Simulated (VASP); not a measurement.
# InAs (F-43m) in VASP: notebook

The runs below take InAs through single point, relaxation of cell and atoms, with PBEsol.

All numbers are computed with VASP 6.6.1; they aren't measurements. Logs are shortened: lines on timing, memory, paths and dates and some standing lists are left out, and cuts for length are marked.

**The experiment to reproduce.**

A printed reference work, data compilation reports, for a bulk crystal of InAs at 4.2 K: band gap 0.418 eV (direct).

How close the calculation comes is told below.

## 1. The structure

It takes space group F-43m (No. 216, cubic). The conventional cell has a = 6.088 Å, b = 6.088 Å, c = 6.088 Å, α = 90.00°, β = 90.00°, γ = 90.00°. In (site symmetry -43m) is surrounded by 4 As at 2.64 Å. As (site symmetry -43m) is surrounded by 4 In at 2.64 Å.

## 2. Single point, PBEsol

Input file INCAR:

```
SYSTEM = InAs
PREC = Accurate
ENCUT = 520
EDIFF = 1E-6
ISMEAR = 0
SIGMA = 0.1
LREAL = .False.
LASPH = .True.
NELM = 100
ALGO = Normal
ISIF = 2
LWAVE = .False.
LCHARG = .False.
GGA = PS
NBANDS = 16
```

Input file KPOINTS:

```
regular mesh
0
Gamma
  12 12 12
  0 0 0
```

Input file POSCAR:

```
InAs
1.0
    0.0000000000      3.0438898044      3.0438898044
    3.0438898044      0.0000000000      3.0438898044
    3.0438898044      3.0438898044      0.0000000000
In As
1 1
Direct
    0.0000000000      0.0000000000      0.0000000000
    0.2500000000      0.2500000000      0.2500000000
```

Potentials or basis: VASP PAW PBE potentials, release 64 (In_d, As).

Command:

```
cat potpaw_PBE.64/In_d/POTCAR potpaw_PBE.64/As/POTCAR > POTCAR
mpirun -np 1 vasp_std > vasp.out
```

OUTCAR:

```text
SYSTEM = InAs
   PREC = Accurate
   ENCUT = 520
   EDIFF = 1E-6
   ISMEAR = 0
   LREAL = .False.
   LASPH = .True.
   NELM = 100
   ISIF = 2
   GGA = PS

 ion  position               nearest neighbor table
   1  0.000  0.000  0.000-   2 2.64   2 2.64   2 2.64   2 2.64
   2  0.250  0.250  0.250-   1 2.64   1 2.64   1 2.64   1 2.64

  LATTYP: Found a face centered cubic cell.
 ALAT       =     6.0877796088

  Lattice vectors:

 A1 = (   0.0000000000,   3.0438898044,   3.0438898044)
 A2 = (   3.0438898044,   0.0000000000,   3.0438898044)
 A3 = (   3.0438898044,   3.0438898044,   0.0000000000)

Analysis of symmetry for initial positions (statically):
=====================================================================
 Subroutine PRICEL returns:
 Original cell was already a primitive cell.

 Routine SETGRP: Setting up the symmetry group for a
 face centered cubic supercell.

 Subroutine GETGRP returns: Found 24 space group operations
 (whereof 24 operations were pure point group operations)
 out of a pool of 48 trial point group operations.

The static configuration has the point symmetry T_d .

Analysis of symmetry for dynamics (positions and initial velocities):
=====================================================================
 Subroutine PRICEL returns:
 Original cell was already a primitive cell.

 Routine SETGRP: Setting up the symmetry group for a
 face centered cubic supercell.

 Subroutine GETGRP returns: Found 24 space group operations
 (whereof 24 operations were pure point group operations)
 out of a pool of 48 trial point group operations.

The dynamic configuration has the point symmetry T_d .

 Subroutine INISYM returns: Found 24 space group operations
 (whereof 24 operations are pure point group operations),
 and found     1 'primitive' translations

----------------------------------------------------------------------------------------

                                     Primitive cell

  volume of cell :      56.4049

  direct lattice vectors                    reciprocal lattice vectors
     0.000000000  3.043889804  3.043889804    -0.164263502  0.164263502  0.164263502
     3.043889804  0.000000000  3.043889804     0.164263502 -0.164263502  0.164263502
     3.043889804  3.043889804  0.000000000     0.164263502  0.164263502 -0.164263502

  length of vectors
[... 74 lines left out ...]
   ISTART =      0    job   : 0-new  1-cont  2-samecut
   ICHARG =      2    charge: 1-file 2-atom 10-const
   ISPIN  =      1    spin polarized calculation?
   LNONCOLLINEAR =      F non collinear calculations
   LSORBIT =      F    spin-orbit coupling
   LASPH  =      T    aspherical Exc in radial PAW
   ENCUT  =  520.0 eV  38.22 Ry    6.18 a.u.   8.00  8.00  8.00*2*pi/ulx,y,z
   NELM   =    100;   NELMIN=  2; NELMDL= -5     # of ELM steps
   EDIFF  = 0.1E-05   stopping-criterion for ELM
   LREAL  =      F    real-space projection
   EDIFFG = 0.1E-04   stopping-criterion for IOM
   NSW    =      0    number of steps for IOM
   IBRION =     -1    ionic relax: 0-MD 1-quasi-New 2-CG
   NFREE  =      0    steps in history (QN), initial steepest desc. (CG)
   ISIF   =      2    stress and relaxation
   ISYM   =      2    0-nonsym 1-usesym 2-fastsym
   POTIM  = 0.5000    time-step for ionic-motion
   TEBEG  =    0.0;   TEEND  =   0.0 temperature during run
   PSTRESS=    0.0 pullay stress
   NELECT =      18.0000    total number of electrons
   NUPDOWN=      -1.0000    fix difference up-down
   EMIN   =  10.00;   EMAX   =-10.00  energy-range for DOS
   EFERMI =   0.00;   METHOD = LEGACY
   ISMEAR =     0;   SIGMA  =   0.10  broadening in eV -4-tet -1-fermi 0-gaus
   EFERMI_NEDOS =   21; number of points for ismear=-14 and -15
   IALGO  =     38    algorithm
   IMIX   =      4    mixing-type and parameters
     AMIX     =   0.40;   BMIX     =  1.00
     AMIX_MAG =   1.60;   BMIX_MAG =  1.00
  volume/ion in A,a.u.               =      28.20       190.32
  Fermi-wavevector in a.u.,A,eV,Ry     =   1.118734  2.114100 17.028578  1.251565
  Thomas-Fermi vector in A             =   2.255367
   LORBIT       =      0    0 simple, 1 ext, 2 COOP (PROOUT), +10 PAW based schemes
   GGA     = PS    functional components
   LHFCALC =     F    Hartree Fock is set to
   AEXX    =    0.0000 exact exchange contribution
   IVDW    =     0    specifies the selected vdW correction
   LEPSILON=     F    determine dielectric tensor
   LRPA    =     F    only Hartree local field effects (RPA)
 non-spin polarized calculation
 Gauss-broadening in eV      SIGMA  =   0.10
  energy-cutoff  :      520.00
  volume of cell :       56.40
 maximum number of plane-waves:      1540
   NGX = 17   NGY = 17   NGZ = 17

 number of electron      17.9999992 magnetization

 Free energy of the ion-electron system (eV)
  ---------------------------------------------------
  ext. energy  EPLUGINS =         0.00000000
  ---------------------------------------------------
  free energy    TOTEN  =        -8.49070662 eV

  energy without entropy =       -8.49055365  energy(sigma->0) =       -8.49063014

 E-fermi :   4.2310     XC(G=0):  -9.1968

 val. band max:        4.1705580676   @ k =   0.0000   0.0000   0.0000
 cond. band min:       4.8845283260   @ k =   0.0833   0.0000   0.0000
 fundamental gap:      0.7139702584
 Fermi energy:         4.2310144909

 k-point     1 :       0.0000    0.0000    0.0000
  band No.  band energies     occupation
      1     -10.1204      2.00000
      2     -10.1204      2.00000
      3     -10.1204      2.00000
      4     -10.0007      2.00000
      5     -10.0007      2.00000
      6      -7.5906      2.00000
[... 433 lines left out ...]
      3     -10.0791      2.00000
      4     -10.0001      2.00000
      5      -9.9949      2.00000
      6      -6.0224      2.00000
[... 8 lines left out ...]
     15      13.7490      0.00000
     16      14.1255      0.00000

 [... further k-points ...]
[... 5 lines left out ...]
  --------------------------------------------------------------------------------------
  -------------------------------------------------------------------------------------
  Total        0.0220414      0.0220414      0.0220414     -0.0000000      0.0000000     -0.0000000
  in kB        0.6260854      0.6260854      0.6260854     -0.0000000      0.0000000     -0.0000000
  external PRESSURE =       0.6260854 kB  Pullay stress =       0.0000000 kB

 VOLUME and BASIS-vectors are now :
 -----------------------------------------------------------------------------
  energy-cutoff  :      520.00
  volume of cell :       56.40
      direct lattice vectors                 reciprocal lattice vectors
     0.000000000  3.043889804  3.043889804    -0.164263502  0.164263502  0.164263502
     3.043889804  0.000000000  3.043889804     0.164263502 -0.164263502  0.164263502
     3.043889804  3.043889804  0.000000000     0.164263502  0.164263502 -0.164263502

 POSITION                                       TOTAL-FORCE (eV/Angst)
 -----------------------------------------------------------------------------------
      0.00000      0.00000      0.00000         0.000000      0.000000     -0.000000
      1.52194      1.52194      1.52194        -0.000000     -0.000000      0.000000
 -----------------------------------------------------------------------------------
    total drift:                               -0.000000     -0.000000     -0.000000

  FREE ENERGIE OF THE ION-ELECTRON SYSTEM (eV)
  ---------------------------------------------------
  free  energy   TOTEN  =        -8.4907066158 eV

  energy  without entropy=       -8.4905536542  energy(sigma->0) =       -8.49063014
```

OSZICAR:

```text
N       E                     dE             d eps       ncg     rms          rms(c)
DAV:   1     0.112154140397E+03    0.11215E+03   -0.83545E+03  2320   0.121E+03
DAV:   2    -0.109526240294E+01   -0.11325E+03   -0.10865E+03  2512   0.293E+02
DAV:   3    -0.858258849540E+01   -0.74873E+01   -0.74482E+01  2992   0.747E+01
DAV:   4    -0.877191116416E+01   -0.18932E+00   -0.18927E+00  2824   0.131E+01
DAV:   5    -0.878130101001E+01   -0.93898E-02   -0.93897E-02  3376   0.254E+00    0.432E+00
DAV:   6    -0.852237879235E+01    0.25892E+00   -0.38011E-01  3664   0.111E+01    0.236E+00
DAV:   7    -0.849188360262E+01    0.30495E-01   -0.10325E-01  3208   0.314E+00    0.676E-01
DAV:   8    -0.849037805204E+01    0.15056E-02   -0.12413E-02  2960   0.125E+00    0.189E-01
DAV:   9    -0.849061762264E+01   -0.23957E-03   -0.85320E-04  2784   0.258E-01    0.105E-01
DAV:  10    -0.849068802222E+01   -0.70400E-04   -0.12137E-04  3512   0.155E-01    0.630E-02
DAV:  11    -0.849070684353E+01   -0.18821E-04   -0.49187E-05  2704   0.960E-02    0.432E-02
DAV:  12    -0.849070661585E+01    0.22769E-06   -0.47134E-06  2640   0.226E-02
   1 F= -.84907066E+01 E0= -.84906301E+01  d E =-.152962E-03
```

Wall time 44 s (1 thread of Intel Xeon Platinum 8488C (Sapphire Rapids), shared host); peak memory 0.21 GiB.

What came out:

- Free energy: -8.4907 eV
- Pressure: 0.1 GPa
- Band gap on the k mesh: none (metal or under the smearing width)

Levels at points of the mesh, in eV from the Fermi level:
```csv
k point,band 5,band 6,band 7,band 8,band 9,band 10,band 11,band 12,band 13,band 14
"(0.00, 0.00, 0.00)",-14.23,-11.82,-0.44,-0.06,-0.06,-0.06,3.79,3.79,3.79,7.20
"(0.50, 0.00, 0.00)",-14.22,-10.40,-5.77,-1.03,-1.03,0.77,4.55,4.55,6.63,8.74
"(0.50, 0.50, 0.00)",-14.21,-9.87,-5.86,-2.34,-2.34,1.41,1.92,8.89,9.02,9.02
```

Caveat: the PAW data sets were made with another functional, which shifts forces and pressure a little; this crystal is a semiconductor, whose small gap the functional closes, so the metal is an error of the method.

## 3. Relaxation of cell and atoms, PBEsol

This run uses another cell than the first one, of 27.49 Å³/atom, 0.975 times its volume.

Input file INCAR:

```
SYSTEM = InAs
ALGO = Fast ; EDIFF = 1E-6
EDIFFG = -0.005 ; ENCUT = 600
GGA = PS ; IBRION = 2
ISIF = 3 ; ISMEAR = 0
LASPH = .True. ; LCHARG = .False.
LREAL = .False. ; LWAVE = .False.
NELM = 100 ; NSW = 100
PREC = Accurate ; SIGMA = 0.1
```

Input file KPOINTS:

```
k-points
0
Gamma
  12 12 12
  0 0 0
```

Input file POSCAR:

```
InAs
1.0
    0.0000000000      3.0180000000      3.0180000000
    3.0180000000      0.0000000000      3.0180000000
    3.0180000000      3.0180000000      0.0000000000
In As
1 1
Direct
    0.0000000000      0.0000000000      0.0000000000
    0.2500000000      0.2500000000      0.2500000000
```

Potentials or basis: VASP PAW PBE potentials, release 64 (In_d, As).

Command:

```
cat potpaw_PBE.64/In_d/POTCAR potpaw_PBE.64/As/POTCAR > POTCAR
mpirun -np 1 vasp_std > vasp.out
```

It took 3.5 min on 1 thread of Intel Xeon Platinum 8488C (Sapphire Rapids), shared host; peak memory 0.26 GiB.

Results (log left out):

| Item | Value |
| --- | --- |
| Free energy | -8.4909 eV |
| Relaxed volume | 28.25 Å³/atom |
| Relaxed cell | a = 4.307 Å, b = 4.307 Å, c = 4.307 Å, α = 60.00°, β = 60.00°, γ = 60.00° |
| Space group after relaxing (to 0.05 Å) | F-43m (No. 216) |
| Energy gained by relaxing | 3.7 meV/atom |
| Ionic steps | 5 |
| Pressure after relaxing | 0.0 GPa |
| Band gap on the k mesh | none (metal or under the smearing width) |

Step by step:
```csv
step,energy change (eV),largest force (eV/Å),pressure (GPa),volume (Å³)
1,0.0000,0.0000,1.61,54.98
2,-0.0060,0.0000,0.06,57.21
3,-0.0055,0.0000,-0.80,57.29
4,-0.0070,0.0000,0.43,56.11
5,-0.0074,0.0000,-0.01,56.50
```

Final structure:
```yaml
crystal:
  lattice:
    - [0.00000, 3.04560, 3.04560]
    - [3.04560, 0.00000, 3.04560]
    - [3.04560, 3.04560, 0.00000]
  atoms:
    - { symbol: In, position: [0.00000, 0.00000, 0.00000] }
    - { symbol: As, position: [0.25000, 0.25000, 0.25000] }
```

Levels at points of the mesh, in eV from the Fermi level:
```
           k point  band 5  band 6  band 7  band 8  band 9  band 10  band 11  band 12  band 13
(0.00, 0.00, 0.00)  -14.23  -11.81   -0.45   -0.06   -0.06    -0.06     3.79     3.79     3.79
(0.50, 0.00, 0.00)  -14.22  -10.39   -5.76   -1.03   -1.03     0.77     4.55     4.55     6.63
(0.50, 0.50, 0.00)  -14.21   -9.87   -5.85   -2.33   -2.33     1.42     1.92     8.88     9.01
```

Caveat: the PAW data sets were made with another functional, which shifts forces and pressure a little; this crystal is a semiconductor, whose small gap the functional closes, so the metal is an error of the method.

## 4. Single point, PBEsol

This run uses another cell than the first one, of 27.49 Å³/atom, 0.975 times its volume.

Input file INCAR:

```
  PREC = Accurate
  ENCUT = 520
  EDIFF = 1E-7
  ISMEAR = 0
  SIGMA = 0.1
  LREAL = F
  LASPH = T
  NELM = 100
  ALGO = Normal
  ISIF = 2
  LWAVE = F
  LCHARG = F
  GGA = PS
  NBANDS = 16
```

Input file KPOINTS:

```
Automatic mesh
0
Gamma
  6 6 6
```

POSCAR is that of step 3.

Command:

```
cat potpaw_PBE.64/In_d/POTCAR potpaw_PBE.64/As/POTCAR > POTCAR
mpirun -np 1 vasp_std > vasp.out
```

It took 16 s on 1 thread of Intel Xeon Platinum 8488C (Sapphire Rapids), shared host; peak memory 0.17 GiB.

The run converged. Its results:

| Property | Result |
| --- | --- |
| Free energy | -8.4633 eV |
| Pressure | 1.7 GPa |
| Band gap on the k mesh | none (metal or under the smearing width) |

Levels at points of the mesh, in eV from the Fermi level:
```
           k point  band 7  band 8  band 9  band 10  band 11  band 12
(0.00, 0.00, 0.00)   -0.29   -0.03   -0.03    -0.03     3.82     3.82
(0.50, 0.00, 0.00)   -5.88   -1.04   -1.04     0.85     4.59     4.59
(0.50, 0.50, 0.00)   -5.94   -2.40   -2.40     1.39     1.95     9.08
```

Caveat: the PAW data sets were made with another functional, which shifts forces and pressure a little; this crystal is a semiconductor, whose small gap the functional closes, so the metal is an error of the method.

## 5. Overview

```csv
task,cell,k mesh,cutoff (eV),gap on the mesh (eV),pressure (GPa)
single point,"F-43m, 28.2 Å³/atom",12 × 12 × 12,520,none,0.1
relaxation of cell and atoms,relaxed,12 × 12 × 12,600,none,0.0
single point,"F-43m, 27.49 Å³/atom",6 × 6 × 6,520,none,1.7
```

Alike in all rows: level PBEsol; potentials or basis VASP PAW PBE potentials, release 64 (In_d, As); no spin polarisation; smearing gaussian 0.1 eV.

Caveats: the PAW data sets were made with another functional, which shifts forces and pressure a little; this crystal is a semiconductor, whose small gap the functional closes, so the metal is an error of the method.

Total energies depend on the potentials used, so only differences within one code and one set of settings carry meaning.

## 6. How close it comes

Step 2. A measured gap of InAs is 0.418 eV (direct; 4.2 K; a printed reference work, data compilation); the calculated 0.00 eV misses it by -0.42 eV. Spin-orbit coupling on As, In is left out. The value is that of PBEsol on a finite k mesh, which can miss the band edges, without temperature or zero-point motion. Semilocal functionals fall short of measured gaps as a rule.

Step 4. Against the measured gap of InAs, 0.418 eV (direct; 4.2 K; a printed reference work, data compilation), the calculated 0.00 eV is off by -0.42 eV. Spin-orbit coupling on As, In is left out. The value is that of PBEsol on a finite k mesh, which can miss the band edges, without temperature or zero-point motion. Semilocal functionals fall short of measured gaps as a rule.
